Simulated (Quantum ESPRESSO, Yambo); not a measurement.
# BeTe (F-43m): Bethe-Salpeter spectra with Yambo, part 3 of 3

Wanted: excitons and ε₂ of BeTe (F-43m), with cost.

Quantum ESPRESSO 7.5 and Yambo 5.3.0; PBE and many-body steps on it, plane waves. Known limits of the many-body steps: not at the basis limit; no spin-orbit coupling in some runs; coarse k mesh; bindings not settled in the k mesh.

So far. Step 8 (Empty states on the mesh, 6×6×6 mesh, 48 bands): On this mesh the gap is 1.734 eV. Step 10 (k mesh (6×6×6)): The lowest state lies at 4.108 eV, 0.249 eV under the direct gap.

## 11. Spectrum in a wider window

Level of this step: Bethe-Salpeter equation on PBE with a scissors shift with spin-orbit coupling, plane waves, norm-conserving pseudopotentials (Yambo).

The input, bse6.in:

```
optics
bss
bse
em1s
dipoles
rim_cut
RandQpts= 1000000
RandGvec= 1 RL
Chimod= "HARTREE"
BSKmod= "SEX"
BSEmod= "resonant"
BSSmod= "h"
BSENGexx= 20 Ry
BSENGBlk= 4 Ry
% BSEQptR
 1 | 1 |
%
% BSEBands
 23 | 36 |
%
% BEnRange
 0 | 9 | eV
%
% BDmRange
 0.1 | 0.1 | eV
%
BEnSteps= 181
% BLongDir
 1 | 0 | 0 |
%
% BndsRnXs
 21 | 48 |
%
NGsBlkXs= 4 Ry
% LongDrXs
 1 | 1 | 1 |
%
% KfnQP_E
 1.038 | 1.0 | 1.0 |
%
BSHayTrs= -0.02
FFTGvecs= 40 Ry
```

Started as:

```sh
$ OMP_NUM_THREADS=2 mpirun -n 2 yambo -F bse6.in -J bse6,bse5_W -C bse6 > bse6.log
```

Log:

```text
 Yambo, version 5.3.0

 [02] CORE Variables Setup
 =========================

  [... cell, symmetries and grids as in the set-up ...]

  [02.05] Energies & Occupations
  ==============================

  [X] === General ===
  [X] Electronic Temperature                        :  0.000000  0.000000 [eV K]
  [X] Bosonic    Temperature                        :  0.000000  0.000000 [eV K]
  [X] Finite Temperature mode                       : no
  [X] El. density                                   :  0.61673E+24 [cm-3]
  [X] Fermi Level                                   :  8.737735 [eV]

  [X] === Gaps and Widths ===
  [X] Conduction Band Min                           :  1.734287 [eV]
  [X] Valence Band Max                              :  0.000000 [eV]
  [X] Filled Bands                                  :  28
  [X] Empty Bands                                   :   29   48
  [X] Direct Gap                                    :  3.319578 [eV]
  [X] Direct Gap localized at k                     :  1
  [X] Indirect Gap                                  :  1.734287 [eV]
  [X] Indirect Gap between kpts                     :   1  13
  [X] Last valence band width                       :  3.200663 [eV]
  [X] 1st conduction band width                     :  2.453998 [eV]

 [03] Transferred momenta grid and indexing
 ==========================================

 IBZ Q-points                                      :  16
 BZ  Q-points                                      :  216

 K/Q-points units:
 rlu = crystal or reduced units; cc = cartesian coordinates; iku = interal k-units

 Q [ 1]         [rlu]:  0.000000  0.000000  0.000000
 Q [ 2]         [rlu]: -0.51995E-17 -0.51995E-17  0.16667
 Q [ 3]         [rlu]: -0.10399E-16 -0.10399E-16  0.33333
[...]
[K+QP] Last valence band width                    :  3.200663 [eV]
  [K+QP] 1st conduction band width                  :  2.453998 [eV]

  [coarse-grid] Minimum Bare Gap        [ev]:  1.734287
  [coarse-grid] Minimum Gap Correction  [ev]:  1.038000

  Eqp @ K [ 1]
  -159.0260 -159.0260 -115.8425 -115.8425 -106.1346 -106.1346 -106.1346 -106.1346
  -100.6697 -100.6697  -37.3112  -37.3112  -37.3112  -37.3112  -35.8537  -35.8537
  -35.84585 -35.84585 -35.84585 -35.84585 -12.46975 -12.46975  -0.93533  -0.93533
[...]
Eqp @ K [ 2]
[...]
Eqp @ K [ 3]
[...]
Eqp @ K [ 8]
[...]
Eqp @ K [ 9]
[...]
[... 29 further rows ...]
    7.98631   8.06129   8.33705   8.46125  11.68701  11.73371  12.24491  12.71067
   13.77506  13.77790  14.51414  14.79691  17.84633  17.86169  17.95881  17.97715

 [06] Dipoles
 ============

  [06.01] Setup: observables and procedures
  =========================================

  [WARNING] [r,Vnl^pseudo] included in position and velocity dipoles.

  [WARNING] In case H contains other non local terms, these are neglected

 [07] Static Dielectric Matrix
 =============================

    [08.01.05.02] Main kernel loop
    ==============================

    [08.01.05.03] Wave-Function Phases
    ==================================

    [BSE] WF phases found       :  55.07812 [o/o]

   [08.01.06] BSE solver(s) @q1
   ============================

   [08.01.07] Haydock Solver in the optics basis @q1 using the hermitian scheme
   ============================================================================

   Accuracy (requested)      : -0.020000 [o/o]

   [WARNING] [EPS_extend] Possible inaccuracy in the EPS prolungation

   [WARNING] [EPS_extend] Possible inaccuracy in the EPS prolungation

   [WARNING] [EPS_extend] Possible inaccuracy in the EPS prolungation

[...]
[WARNING] [EPS_extend] Possible inaccuracy in the EPS prolungation

   [WARNING] [EPS_extend] Possible inaccuracy in the EPS prolungation
   Iterations                :   97

 [11] Game Over & Game summary
```

The job ended after 2.1 min (2 MPI ranks of Arm Neoverse V1, shared host; peak memory 1.6 GiB).

Numbers from this step:

| Quantity | Value |
| --- | --- |
| transitions in the window | 10368 |
| direct gap of the transition levels | 4.358 eV |

The ε₂ has structure finer than the step of the table below, so its rows give means over 0.25 eV, whole bins alone (the curve runs from 0 to 9 eV). Peaks (eV: height): BSE 4.200: 19.0, 5.050: 27.9, 5.300: 30.2; no electron-hole interaction 5.950: 47.8.

Field along x; broadening 0.1 eV; transition window only. Limits: finite bands, cutoff and mesh; exciton not shown settled in the k mesh. Table of ε₂ by photon energy; means over each step:

| photon energy (eV) | BSE | no electron-hole interaction |
| --- | --- | --- |
| 0.25 | 0.0726 | 0.0538 |
| 0.50 | 0.0809 | 0.0590 |
| 0.75 | 0.0906 | 0.0650 |
| 1.00 | 0.102 | 0.0720 |
| 1.25 | 0.117 | 0.0803 |
| 1.50 | 0.134 | 0.0901 |
| 1.75 | 0.156 | 0.102 |
| 2.00 | 0.185 | 0.117 |
| 2.25 | 0.222 | 0.135 |
| 2.50 | 0.274 | 0.158 |
| 2.75 | 0.347 | 0.188 |
| 3.00 | 0.459 | 0.230 |
| 3.25 | 0.645 | 0.289 |
| 3.50 | 1.01 | 0.380 |
| 3.75 | 1.98 | 0.540 |
| 4.00 | 7.62 | 0.906 |
| 4.25 | 16.6 | 2.57 |
| 4.50 | 18.3 | 6.62 |
| 4.75 | 23.6 | 8.67 |
| 5.00 | 25.5 | 10.4 |
| 5.25 | 26.9 | 13.6 |
| 5.50 | 26.5 | 18.3 |
| 5.75 | 12.1 | 25.7 |
| 6.00 | 5.15 | 37.5 |
| 6.25 | 4.56 | 12.2 |
| 6.50 | 6.02 | 7.53 |
| 6.75 | 5.17 | 7.29 |
| 7.00 | 4.27 | 7.71 |
| 7.25 | 4.19 | 6.45 |
| 7.50 | 5.61 | 5.63 |
| 7.75 | 6.87 | 6.94 |
| 8.00 | 6.18 | 9.93 |
| 8.25 | 4.65 | 9.77 |
| 8.50 | 3.26 | 7.56 |
| 8.75 | 2.35 | 5.53 |

## 12. The runs together

Times are wall times on 2 MPI ranks of Arm Neoverse V1, shared host, good to a factor of about two.

| run | mesh | transitions | broadening (eV) | direct gap (eV) | lowest state (eV) | binding (eV) | mesh cell's term (eV) | tallest peak (eV) | height | time |
| --- | --- | --- | --- | --- | --- | --- | --- | --- | --- | --- |
| excitons | 4×4×4 | 2304 | 0.1 | 4.358 | 4.025 | 0.333 | 0.317 | 5.55 | 42.8 | 48 s |
| k mesh (6×6×6) | 6×6×6 | 3456 | 0.1 | 4.358 | 4.108 | 0.249 | 0.260 | 5.30 | 28.5 | 2.3 min |
| spectrum in a wider window | 6×6×6 | 10368 | 0.1 | 4.358 | - | - | - | 5.30 | 30.2 | 2.1 min |

## 13. Summary of results

| Property | Result |
| --- | --- |
| excitons | lowest state 4.025 eV (not settled in the k mesh) |
| k mesh (6×6×6) | lowest state 4.108 eV (not settled in the k mesh) |
| spectrum in a wider window | tallest peak 5.3 eV |

What this shows: On the 4×4×4 mesh the lowest exciton lies at 4.025 eV, 0.333 eV below the direct gap; one cell of the mesh carries a screened Coulomb term of 0.32 eV, so this binding is not shown settled. That state is dark or weak; the first strong one lies at 4.043 eV. Bindings below are those of the lowest state. k mesh (6×6×6), against «excitons (4×4×4)»: the lowest state moves by +0.083 eV (keys changed: BSEBands, the mesh and the band window). Spectrum in a wider window, against «k mesh (6×6×6)»: the tallest peak stays (keys changed: BSEBands, BSSmod, BSHayTrs, BEnRange, BEnSteps and the band window). Lines within a few meV of each other can be one level split by numerical noise, or distinct levels. Screening is static and electronic alone, and only transitions inside the band window count. The 4×4×4 mesh is coarse for this cell, which bears on the long-range parts of exchange and screening.

[Paths, hosts, dates, memory and timing lines, banners, echoed tables and standing remarks are left out of the program output.]

[Logs are printed without paths, hosts, clocks, repeated set-up lines and the standing remarks that a program may print on its own settings, such as how far it seeks lower states.]

[Runs of the session that timed out or met a known fault of the program may be left out.]

[Hosts, paths, dates, database ids (printed as entryN), source tags and the programs' standing remarks are cut or masked in the printed files.]
